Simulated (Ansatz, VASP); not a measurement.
# Al16H21O33F3 (hydroxylated alpha-Al2O3(0001) with 3 of its OH changed to F): VASP beside Ansatz, part 2 of 3

One calculation is typed for both programs; each brings its own data sets. How far apart do they land? The cell is taken from a series of runs on this material, whose earlier steps may have relaxed, scaled, displaced or heated it; both programs get it as it stands.

VASP 6.6.1 and Ansatz 0.2.0.

So far: Set-up; VASP: single point, PBE, pair 1; Ansatz: single point, PBE, pair 1; Side by side.

## Step 5: VASP: single point, PBE, pair 2

Level of this step: PBE; plane waves and PAW (Al, O, F, H) (VASP).

A single point gives forces, pressure and levels at one fixed geometry, so differences don't come from the geometry; what else differs is listed under the comparison. This pair takes another cell of the material, with 72 atoms against 73 for the pair before.

INCAR reads:

```
SYSTEM = Al4H5O8F
PREC = Accurate
ENCUT = 520
EDIFF = 1E-06
NELM = 120
ISMEAR = -1
SIGMA = 0.025
LREAL = Auto
ALGO = Normal
GGA = PE
NBANDS = 200
LORBIT = 11
LWAVE = .FALSE.
LCHARG = .FALSE.
ISIF = 2
LASPH = .TRUE.
GGA_COMPAT = .FALSE.
EFERMI = MIDGAP
NCORE = 2
```

POSCAR reads:

```
Al4H5O8F
1.0
    9.5800000000      0.0000000000      0.0000000000
   -4.7900000000      8.2965200000      0.0000000000
    0.0000000000      0.0000000000     22.3000000000
Al O F H
16 32 4 20
Direct
    0.0046600000      0.9996700000      0.1450600000
    0.3397400000      0.1725800000      0.2272100000
    0.1724300000      0.3344700000      0.1296000000
    0.1733600000      0.3357400000      0.2447900000
    0.0072000000      0.5040200000      0.1434100000
    0.3353000000      0.6696500000      0.2278700000
    0.1806800000      0.8417700000      0.1301000000
    0.1742000000      0.8372100000      0.2453000000
    0.5093000000      0.0047800000      0.1435100000
    0.8414500000      0.1693800000      0.2297800000
    0.6721900000      0.3389200000      0.1289500000
    0.6763400000      0.3347600000      0.2425700000
    0.5026900000      0.5041700000      0.1444600000
    0.8402800000      0.6692700000      0.2259600000
    0.6754600000      0.8400300000      0.1284000000
    0.6695100000      0.8337000000      0.2423500000
    0.1602700000      0.9971300000      0.0889700000
    0.0068400000      0.1599200000      0.0907500000
    0.3459300000      0.3509900000      0.0885200000
    0.3344000000      0.3216200000      0.2826600000
    0.1891300000      0.0138700000      0.2831200000
    0.0174900000      0.3370500000      0.1857600000
    0.1722300000      0.1796000000      0.1859800000
    0.3265800000      0.4931100000      0.1859800000
    0.1596300000      0.4936300000      0.0878200000
    0.0216800000      0.6704600000      0.0869200000
    0.3514200000      0.8535900000      0.0894800000
    0.3319700000      0.8193300000      0.2837300000
    0.1849800000      0.5099600000      0.2820900000
    0.0189600000      0.8370300000      0.1870700000
    0.1702900000      0.6804600000      0.1865200000
    0.3301200000      0.9946700000      0.1864600000
    0.6638400000      0.0001500000      0.0896100000
    0.5103600000      0.1652800000      0.0895900000
    0.8434000000      0.3540000000      0.0865200000
    0.0002100000      0.1753700000      0.2835700000
    0.8303700000      0.3197100000      0.2831000000
    0.6807700000      0.0038000000      0.2828800000
    0.5192200000      0.3373800000      0.1859700000
    0.6751900000      0.1831500000      0.1859200000
    0.8289000000      0.4946300000      0.1842700000
    0.6570700000      0.4980900000      0.0875200000
    0.5079300000      0.6672700000      0.0914000000
    0.8466500000      0.8477700000      0.0892100000
    0.9938000000      0.6771100000      0.2824600000
    0.5177900000      0.8358000000      0.1869300000
    0.6716500000      0.6789600000      0.1866500000
    0.8284400000      0.9892100000      0.1875400000
    0.5032900000      0.1827700000      0.2809100000
    0.4996100000      0.6751700000      0.2808500000
    0.8189000000      0.8102900000      0.2824100000
    0.6869600000      0.5062700000      0.2797300000
    0.1007200000      0.9521100000      0.0521400000
    0.0272200000      0.1362200000      0.0506200000
    0.3456300000      0.2483400000      0.0878900000
    0.4348800000      0.4228000000      0.2873100000
    0.2394800000      0.0441400000      0.3222100000
    0.1122600000      0.4521700000      0.0489000000
    0.0738300000      0.6651600000      0.0504100000
    0.3578200000      0.7547600000      0.0872000000
    0.4375700000      0.9164800000      0.2875400000
    0.2253800000      0.5353500000      0.3226600000
    0.7692300000      0.0985400000      0.0872600000
    0.5290700000      0.1315200000      0.0508900000
    0.8534500000      0.4100800000      0.0491900000
    0.0130600000      0.0806200000      0.2856400000
    0.9327200000      0.4201000000      0.2879800000
    0.7290400000      0.0328700000      0.3223400000
    0.5922200000      0.4557300000      0.0515200000
    0.5164100000      0.6479300000      0.0493900000
    0.8409700000      0.7428200000      0.0878000000
    0.9691400000      0.6991100000      0.3221700000
```

KPOINTS reads:

```
Automatic mesh
0
Gamma
1 1 1
0 0 0
```

PAW data sets: Al, O, F and H (PBE family, release 64).

Started as:

```
> mpirun -np 8 vasp_gam
```

Numbers of over 12 decimals in the logs are rounded to 6 here.

What it wrote:

```text
[banner, memory and clock lines left out]
running    8 mpi-ranks, on    1 nodes
[...]
LDA part: xc-table for (Slater+PW92), standard interpolation
 POSCAR, INCAR and KPOINTS ok, starting setup
[...]
entering main loop
       N       E                     dE             d eps       ncg     rms          rms(c)
DAV:   1     0.287447875738E+04    0.28745E+04   -0.14487E+05   424   0.125E+03
DAV:   2    -0.969323563416E+02   -0.29714E+04   -0.28504E+04   512   0.322E+02
DAV:   3    -0.491605166741E+03   -0.39467E+03   -0.39283E+03   496   0.123E+02
DAV:   4    -0.500992500911E+03   -0.93873E+01   -0.93578E+01   488   0.222E+01
[...]
DAV:  27    -0.448972323993E+03   -0.58406E-05   -0.21753E-07   296   0.206E-03    0.265E-04
DAV:  28    -0.448972326229E+03   -0.22357E-05   -0.17902E-07   288   0.109E-03    0.679E-04
DAV:  29    -0.448972326938E+03   -0.70904E-06   -0.16479E-08   304   0.526E-04
   1 F= -.44897233E+03 E0= -.44897233E+03  d E =0.000000E+00
```

Parts of OUTCAR (step 5):

```text
 POSITION                                       TOTAL-FORCE (eV/Angst)
 -----------------------------------------------------------------------------------
     -4.74378      8.29378      3.23484         0.002071      0.122525     -0.221795
      2.42805      1.43181      5.06678        -0.035724     -0.019588      0.018341
      0.04977      2.77494      2.89008        -0.051576     -0.000182     -0.119800
      0.05259      2.78547      5.45882        -0.010289      0.011097      0.056512
     -2.34528      4.18161      3.19804         0.051908     -0.059417     -0.099907
      0.00455      5.55576      5.08150        -0.044799     -0.008092      0.021131
     -2.30116      6.98376      2.90123         0.014109     -0.019868     -0.138568
     -2.34140      6.94593      5.47019        -0.006393     -0.022666      0.058628
      4.85620      0.03966      3.20027         0.010863      0.093743     -0.151272
      7.24976      1.40526      5.12409        -0.013812      0.001541      0.042713
      4.81615      2.81186      2.87559        -0.055081     -0.115913     -0.255565
      4.87584      2.77734      5.40931         0.051827     -0.009481      0.022846
      2.40080      4.18286      3.22146         0.041275     -0.036552     -0.221795
      4.84408      5.55261      5.03891         0.051749     -0.004063      0.014633
[...]
-----------------------------------------------------------------------------------
    total drift:                                0.019810     -0.002038     -0.005967

  FREE ENERGIE OF THE ION-ELECTRON SYSTEM (eV)
  ---------------------------------------------------
  free  energy   TOTEN  =      -448.9723269379 eV

  energy  without entropy=     -448.9723269379  energy(sigma->0) =     -448.97232694
```

## Step 6: Ansatz: single point, PBE, pair 2

The same cell, functional, mesh and smearing now go to Ansatz, which takes its cutoff from its data sets.

The cell is taken from a series of runs on this material, whose earlier steps may have relaxed, scaled, displaced or heated it; both programs get it as it stands.

input.yaml reads:

```yaml
crystal:
  lattice:
    - [9.58, 0.0, 0.0]
    - [-4.79, 8.29652, 0.0]
    - [0.0, 0.0, 22.3]
  atoms:
    - { symbol: Al, position: [0.00466, 0.99967, 0.14506] }
    - { symbol: Al, position: [0.33974, 0.17258, 0.22721] }
    - { symbol: Al, position: [0.17243, 0.33447, 0.1296] }
    - { symbol: Al, position: [0.17336, 0.33574, 0.24479] }
    - { symbol: O, position: [0.16027, 0.99713, 0.08897] }
    - { symbol: O, position: [0.00684, 0.15992, 0.09075] }
    - { symbol: O, position: [0.34593, 0.35099, 0.08852] }
    - { symbol: F, position: [0.50329, 0.18277, 0.28091] }
    - { symbol: O, position: [0.3344, 0.32162, 0.28266] }
    - { symbol: O, position: [0.18913, 0.01387, 0.28312] }
    - { symbol: O, position: [0.01749, 0.33705, 0.18576] }
    - { symbol: O, position: [0.17223, 0.1796, 0.18598] }
    - { symbol: O, position: [0.32658, 0.49311, 0.18598] }
    - { symbol: Al, position: [0.0072, 0.50402, 0.14341] }
    - { symbol: Al, position: [0.3353, 0.66965, 0.22787] }
    - { symbol: Al, position: [0.18068, 0.84177, 0.1301] }
    - { symbol: Al, position: [0.1742, 0.83721, 0.2453] }
    - { symbol: O, position: [0.15963, 0.49363, 0.08782] }
    - { symbol: O, position: [0.02168, 0.67046, 0.08692] }
    - { symbol: O, position: [0.35142, 0.85359, 0.08948] }
    - { symbol: F, position: [0.49961, 0.67517, 0.28085] }
    - { symbol: O, position: [0.33197, 0.81933, 0.28373] }
    - { symbol: O, position: [0.18498, 0.50996, 0.28209] }
    - { symbol: O, position: [0.01896, 0.83703, 0.18707] }
    - { symbol: O, position: [0.17029, 0.68046, 0.18652] }
    - { symbol: O, position: [0.33012, 0.99467, 0.18646] }
    - { symbol: Al, position: [0.5093, 0.00478, 0.14351] }
    - { symbol: Al, position: [0.84145, 0.16938, 0.22978] }
    - { symbol: Al, position: [0.67219, 0.33892, 0.12895] }
    - { symbol: Al, position: [0.67634, 0.33476, 0.24257] }
    - { symbol: O, position: [0.66384, 0.00015, 0.08961] }
    - { symbol: O, position: [0.51036, 0.16528, 0.08959] }
    - { symbol: O, position: [0.8434, 0.354, 0.08652] }
    - { symbol: O, position: [0.00021, 0.17537, 0.28357] }
    - { symbol: O, position: [0.83037, 0.31971, 0.2831] }
    - { symbol: O, position: [0.68077, 0.0038, 0.28288] }
    - { symbol: O, position: [0.51922, 0.33738, 0.18597] }
    - { symbol: O, position: [0.67519, 0.18315, 0.18592] }
    - { symbol: O, position: [0.8289, 0.49463, 0.18427] }
    - { symbol: Al, position: [0.50269, 0.50417, 0.14446] }
    - { symbol: Al, position: [0.84028, 0.66927, 0.22596] }
    - { symbol: Al, position: [0.67546, 0.84003, 0.1284] }
    - { symbol: Al, position: [0.66951, 0.8337, 0.24235] }
    - { symbol: O, position: [0.65707, 0.49809, 0.08752] }
    - { symbol: O, position: [0.50793, 0.66727, 0.0914] }
    - { symbol: O, position: [0.84665, 0.84777, 0.08921] }
    - { symbol: O, position: [0.9938, 0.67711, 0.28246] }
    - { symbol: F, position: [0.8189, 0.81029, 0.28241] }
    - { symbol: F, position: [0.68696, 0.50627, 0.27973] }
    - { symbol: O, position: [0.51779, 0.8358, 0.18693] }
    - { symbol: O, position: [0.67165, 0.67896, 0.18665] }
    - { symbol: O, position: [0.82844, 0.98921, 0.18754] }
    - { symbol: H, position: [0.10072, 0.95211, 0.05214] }
    - { symbol: H, position: [0.02722, 0.13622, 0.05062] }
    - { symbol: H, position: [0.34563, 0.24834, 0.08789] }
    - { symbol: H, position: [0.43488, 0.4228, 0.28731] }
    - { symbol: H, position: [0.23948, 0.04414, 0.32221] }
    - { symbol: H, position: [0.11226, 0.45217, 0.0489] }
    - { symbol: H, position: [0.07383, 0.66516, 0.05041] }
    - { symbol: H, position: [0.35782, 0.75476, 0.0872] }
    - { symbol: H, position: [0.43757, 0.91648, 0.28754] }
    - { symbol: H, position: [0.22538, 0.53535, 0.32266] }
    - { symbol: H, position: [0.76923, 0.09854, 0.08726] }
    - { symbol: H, position: [0.52907, 0.13152, 0.05089] }
    - { symbol: H, position: [0.85345, 0.41008, 0.04919] }
    - { symbol: H, position: [0.01306, 0.08062, 0.28564] }
    - { symbol: H, position: [0.93272, 0.4201, 0.28798] }
    - { symbol: H, position: [0.72904, 0.03287, 0.32234] }
    - { symbol: H, position: [0.59222, 0.45573, 0.05152] }
    - { symbol: H, position: [0.51641, 0.64793, 0.04939] }
    - { symbol: H, position: [0.84097, 0.74282, 0.0878] }
    - { symbol: H, position: [0.96914, 0.69911, 0.32217] }
kpoints:
  mp_grid: { grid: [1, 1, 1] }
hamiltonian:
  xc: pbe
scf:
  occupations: { method: fermi_dirac, width: 0.025 }
output:
  forces: true
```

Started as:

```
> ansatz run input.yaml --threads 4 --pin off --max-ram 8192MiB --backend cpu --events-out ev --progress --plain --runs-dir out
```

What it wrote:

```text
[...]
Crystal: 72 atoms, lattice volume = 1772.419 Å³
Basis set: ecut = 420 eV, 34605 PW (Γ), exchange–correlation on 144×144×300 points (8 copies of the dense FFT grid, shifted against one another)
Bands: 216, of which v1, the nominal top of the filled ones, is band 144 counted from 1 (143 counted from 0)
Symmetry: 1 space group operations
[...]
k-points: 1
[...]
atom   5  O      0.07074841     0.04001658     0.00145660
  atom   6  O     -0.03333012     0.06591980    -0.06736598
  atom   7  O     -0.00348875    -0.08595636    -0.01659769
  atom   8  F      0.00054201     0.00916799     0.04239116
[...]
atom  69  H      0.01249195     0.00445158     0.12773789
  atom  70  H      0.04372177     0.03504531     0.11154300
  atom  71  H     -0.07635994     0.06328678    -0.06092042
  atom  72  H     -0.00223382     0.00324431     0.02307559
  max |Σ_I F_I| component: 7.57e-5 eV/Å
[key lines of the parts left out:]
SCF converged after 8 iterations
Free energy (F): -30373.091602 eV
Fermi energy:    -0.437233 eV
```

## Step 7: Differences

The two programs side by side:

```tsv
quantity	Ansatz	VASP	difference
gap on the k mesh (eV)	4.493	4.478	+0.015
```

Forces on 9 of the 72 atoms, those with the largest forces and the largest differences (eV/Å; atoms numbered as in POSCAR):

```tsv
atom	Ansatz x, y, z	VASP x, y, z
Al1	0.008, 0.107, -0.231	0.002, 0.123, -0.222
Al7	0.015, -0.038, -0.153	0.014, -0.020, -0.139
Al9	0.021, 0.096, -0.145	0.011, 0.094, -0.151
Al11	-0.057, -0.108, -0.271	-0.055, -0.116, -0.256
Al13	0.060, -0.055, -0.224	0.041, -0.037, -0.222
Al15	0.083, -0.013, -0.347	0.062, -0.013, -0.359
H58	-0.014, -0.045, 0.120	-0.040, -0.075, 0.000
H59	-0.015, 0.016, 0.095	0.040, 0.008, -0.020
H65	-0.038, 0.016, 0.162	-0.049, 0.064, 0.046
```

The forces differ by 47 meV/Å r.m.s., which is 75.1 % of the r.m.s. force of 0.062 eV/Å (both taken over all components). A gap on the mesh is an upper bound, since the band edges may lie between its points. With vacuum in the cell, a pressure given here is an average over mostly empty space and none of the material.

## Step 8: VASP: single point, PBE, pair 3

A single point gives forces, pressure and levels at one fixed geometry, so differences don't come from the geometry; what else differs is listed under the comparison. This pair takes another cell of the material, with 70 atoms against 72 for the pair before.

INCAR, as its differences from that of step 5:

```diff
@@ -1,2 +1,2 @@
-SYSTEM = Al4H5O8F
+SYSTEM = Al8H9O15F3
 PREC = Accurate
```

POSCAR reads:

```
Al8H9O15F3
1.0
    9.5800000000      0.0000000000      0.0000000000
   -4.7900000000      8.2965200000      0.0000000000
    0.0000000000      0.0000000000     22.3000000000
Al O F H
16 30 6 18
Direct
    0.0046600000      0.9996700000      0.1450600000
    0.3407700000      0.1728900000      0.2274700000
    0.1724300000      0.3344700000      0.1296000000
    0.1732000000      0.3355500000      0.2442100000
    0.0072000000      0.5040200000      0.1434100000
    0.3381000000      0.6708800000      0.2278600000
    0.1806800000      0.8417700000      0.1301000000
    0.1743500000      0.8356400000      0.2445700000
    0.5093000000      0.0047800000      0.1435100000
    0.8403100000      0.1699000000      0.2299400000
    0.6721900000      0.3389200000      0.1289500000
    0.6744200000      0.3348200000      0.2425100000
    0.5026900000      0.5041700000      0.1444600000
    0.8399900000      0.6691900000      0.2261800000
    0.6754600000      0.8400300000      0.1284000000
    0.6700300000      0.8342100000      0.2424500000
    0.1602700000      0.9971300000      0.0889700000
    0.0068400000      0.1599200000      0.0907500000
    0.3459300000      0.3509900000      0.0885200000
    0.3288700000      0.3162200000      0.2823100000
    0.0172100000      0.3368800000      0.1859100000
    0.1718800000      0.1786900000      0.1863900000
    0.3263900000      0.4928800000      0.1862000000
    0.1596300000      0.4936300000      0.0878200000
    0.0216800000      0.6704600000      0.0869200000
    0.3514200000      0.8535900000      0.0894800000
    0.3289700000      0.8156600000      0.2830200000
    0.0186600000      0.8359300000      0.1868200000
    0.1706800000      0.6793000000      0.1867200000
    0.3296900000      0.9944100000      0.1866900000
    0.6638400000      0.0001500000      0.0896100000
    0.5103600000      0.1652800000      0.0895900000
    0.8434000000      0.3540000000      0.0865200000
    0.9997900000      0.1808300000      0.2840100000
    0.8272400000      0.3194800000      0.2834400000
    0.6804500000      0.0039500000      0.2827800000
    0.5189200000      0.3375600000      0.1858200000
    0.6748400000      0.1833900000      0.1859500000
    0.8288400000      0.4946600000      0.1843600000
    0.6570700000      0.4980900000      0.0875200000
    0.5079300000      0.6672700000      0.0914000000
    0.8466500000      0.8477700000      0.0892100000
    0.9949300000      0.6786600000      0.2825400000
    0.5183800000      0.8363100000      0.1866300000
    0.6718600000      0.6793100000      0.1866200000
    0.8288000000      0.9898600000      0.1877000000
    0.5006700000      0.1820000000      0.2801700000
    0.1923600000      0.0104000000      0.2812300000
    0.4986800000      0.6749000000      0.2799900000
    0.1911600000      0.5093900000      0.2808200000
    0.8203900000      0.8120100000      0.2823100000
    0.6868100000      0.5070400000      0.2796600000
    0.1007200000      0.9521100000      0.0521400000
    0.0272200000      0.1362200000      0.0506200000
    0.3456300000      0.2483400000      0.0878900000
    0.4278500000      0.4140500000      0.2925000000
    0.1122600000      0.4521700000      0.0489000000
    0.0738300000      0.6651600000      0.0504100000
    0.3578200000      0.7547600000      0.0872000000
    0.4334300000      0.9118700000      0.2898900000
    0.7692300000      0.0985400000      0.0872600000
    0.5290700000      0.1315200000      0.0508900000
    0.8534500000      0.4100800000      0.0491900000
    0.0078700000      0.0848700000      0.2903800000
    0.9255000000      0.4213300000      0.2908900000
    0.7243300000      0.0326700000      0.3228900000
    0.5922200000      0.4557300000      0.0515200000
    0.5164100000      0.6479300000      0.0493900000
    0.8409700000      0.7428200000      0.0878000000
    0.9741100000      0.6988600000      0.3231400000
```

KPOINTS is that of step 5.

Started as:

```
> mpirun -np 8 vasp_gam
```

What it wrote:

```text
[banner, memory and clock lines left out]
running    8 mpi-ranks, on    1 nodes
[...]
LDA part: xc-table for (Slater+PW92), standard interpolation
 POSCAR, INCAR and KPOINTS ok, starting setup
[...]
entering main loop
       N       E                     dE             d eps       ncg     rms          rms(c)
DAV:   1     0.274740472494E+04    0.27474E+04   -0.14696E+05   440   0.125E+03
DAV:   2    -0.112261280975E+03   -0.28597E+04   -0.27520E+04   512   0.320E+02
DAV:   3    -0.478545729990E+03   -0.36628E+03   -0.36461E+03   488   0.119E+02
DAV:   4    -0.487018680009E+03   -0.84730E+01   -0.84423E+01   504   0.210E+01
[...]
DAV:  28    -0.437317853480E+03   -0.19249E-05   -0.83699E-08   304   0.125E-03    0.341E-04
DAV:  29    -0.437317854623E+03   -0.11430E-05   -0.11583E-07   304   0.920E-04    0.528E-04
DAV:  30    -0.437317855009E+03   -0.38584E-06   -0.12787E-08   304   0.524E-04
   1 F= -.43731786E+03 E0= -.43731786E+03  d E =0.000000E+00
```

From OUTCAR (step 8):

```text
 POSITION                                       TOTAL-FORCE (eV/Angst)
 -----------------------------------------------------------------------------------
     -4.74378      8.29378      3.23484        -0.022201      0.072014     -0.193722
      2.43643      1.43439      5.07258        -0.027692      0.014154      0.041085
      0.04977      2.77494      2.89008        -0.070260     -0.023107     -0.195349
      0.05197      2.78390      5.44588         0.013815     -0.041832      0.063977
     -2.34528      4.18161      3.19804         0.021573     -0.083657     -0.104194
      0.02548      5.56597      5.08128        -0.027393      0.014035      0.032921
     -2.30116      6.98376      2.90123        -0.018383     -0.040206     -0.244699
     -2.33244      6.93290      5.45391         0.017625     -0.064544      0.058860
      4.85620      0.03966      3.20027         0.046756      0.111395     -0.167101
      7.23635      1.40958      5.12766        -0.010965      0.009230      0.065372
      4.81615      2.81186      2.87559        -0.040397     -0.088534     -0.274949
      4.85716      2.77784      5.40797         0.043118     -0.017359      0.041472
      2.40080      4.18286      3.22146         0.080453      0.001944     -0.210918
      4.84168      5.55195      5.04381         0.040070      0.000556      0.027646
[...]
-----------------------------------------------------------------------------------
    total drift:                                0.011024      0.005451      0.002083

  FREE ENERGIE OF THE ION-ELECTRON SYSTEM (eV)
  ---------------------------------------------------
  free  energy   TOTEN  =      -437.3178550091 eV

  energy  without entropy=     -437.3178550091  energy(sigma->0) =     -437.31785501
```

(Continued in part 3 of 3.)

[Lines on the potential files, build, host, timing and source positions are cut from VASP's logs without a mark.]

[Logs are printed without paths, hosts, clocks, repeated set-up lines and the standing remarks that a program may print on its own settings, such as how far it seeks lower states.]

[Hosts, paths, dates, database ids (printed as entryN), source tags and the programs' standing remarks are cut or masked in the printed files.]
